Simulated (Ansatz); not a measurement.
We consider rutile GeO2, described by dielectric-dependent PBE hybrid (plane waves, PAW; Ansatz, an electronic-structure program).

Excerpt of the program's output:

```
WARN output.stress: scf.exx.energy_threshold = 1e-6 eV is looser than the 6e-8 eV advised for a stress under a hybrid functional (1e-8 eV for each atom of the …
Crystal: 6 atoms, lattice volume = 55.352 Å³
Basis set: ecut = 460 eV, 1219 PW (Γ), exchange–correlation on 64×64×48 points (8 copies of the dense FFT grid, shifted against one another)
Bands: 32, of which v1, the nominal top of the filled ones, is band 26 counted from 1 (25 counted from 0)
Symmetry: 16 space group operations
Space group: P42/mnm (ITA 136), of the structure as read, at distance tolerance 3.8e-5 Å
k-points: 50 of 288
SCF iter   1: F=—  HF=-10859.244107 eV  |F-HF|=—  |Δ(HF+E_count)|=         —  Δρ=1.80e-3  dr2=4.21e-4
SCF iter   2: F=-10859.245692 eV  HF=-10859.245391 eV  |F-HF|=3.00e-4  |Δ(HF+E_count)|=   1.28e-3  Δρ=8.68e-4  dr2=8.38e-5
Crystal: 6 atoms, lattice volume = 55.352 Å³
Initial density: handed on by an earlier stage of this run
Functional: x = 0.7671996378141495 pbe(κ = 0.804, μ = 0.2195149727645171) + 0.23280036218585048 exact, c = pbe(β = 0.06672455060314922)
  ...
Crystal: 6 atoms, lattice volume = 55.352 Å³
SCF iter   5: F=—  HF=-10860.827290 eV  |F-HF|=—  |Δ(HF+E_count)|=   7.37e-9  Δρ=1.57e-6  dr2=6.70e-10
SCF iter   6: F=-10860.827290 eV  HF=-10860.827290 eV  |F-HF|=7.28e-12  |Δ(HF+E_count)|=  4.13e-10  Δρ=1.88e-7  dr2=5.60e-11
SCF 3 converged in 6 iterations: F = -10860.827290 eV  dr2 = 5.60e-11
Free energy (F): -10860.827290 eV
Internal energy: -10860.827290 eV  (E = F + TS)
E sigma→0 (E₀):  -10860.827290 eV
Fermi energy:    11.049654 eV
--- Forces (eV/Å), atoms counted from 1 ---
  atom   1  Ge    -0.00000000     0.00000000    -0.00000000
  atom   2  Ge     0.00000000    -0.00000000    -0.00000000
  atom   3  O      0.05498504     0.05498504     0.00000000
  atom   4  O      0.05498504    -0.05498504     0.00000000
  atom   5  O     -0.05498504     0.05498504    -0.00000000
  atom   6  O     -0.05498504    -0.05498504    -0.00000000
--- Stress (GPa, compression-positive) ---
        1.688312       0.000000       0.000000
        0.000000       1.688312       0.000000
        0.000000       0.000000       1.651442
  P = ⅓ Tr σ = 1.6760 GPa (16.760 kbar)
```

Write an input file that could have produced this run (the log leaves some choices open).

Several could match; the one computed here: 
Ansatz 0.2 input:
```yaml
crystal:
  lattice:
    - [4.397, 0.0, 0.0]
    - [0.0, 4.397, 0.0]
    - [0.0, 0.0, 2.863]
  atoms:
    - { symbol: Ge, position: [0.0, 0.0, 0.0] }
    - { symbol: Ge, position: [0.5, 0.5, 0.5] }
    - { symbol: O, position: [0.3056225958, 0.3056225958, 0.0] }
    - { symbol: O, position: [0.8056225958, 0.1943774042, 0.5] }
    - { symbol: O, position: [0.1943774042, 0.8056225958, 0.5] }
    - { symbol: O, position: [0.6943774042, 0.6943774042, 0.0] }
  host: atoms
basis:
  ecutwfc: 460
  ecutrho_ratio: 4
  xc_grid: 2
kpoints:
  mp_grid: { grid: [6, 6, 8] }
hamiltonian:
  xc:
    exchange: pbe
    correlation: pbe
    exx: { coeff: inverse_dielectric }
  dispersion: none
  pseudopotentials: { kind: paw }
scf:
  occupations: { method: fermi_dirac, width: 0.01 }
  convergence: { dr2_threshold: 0.0000000006 }
output:
  forces: true
  stress: true
  eigenvalues: true
```

The PAW data were made under PBE.

Note: cell and atoms aren't relaxed at this level (largest force component 0.05 eV/Å, pressure 1.7 GPa).
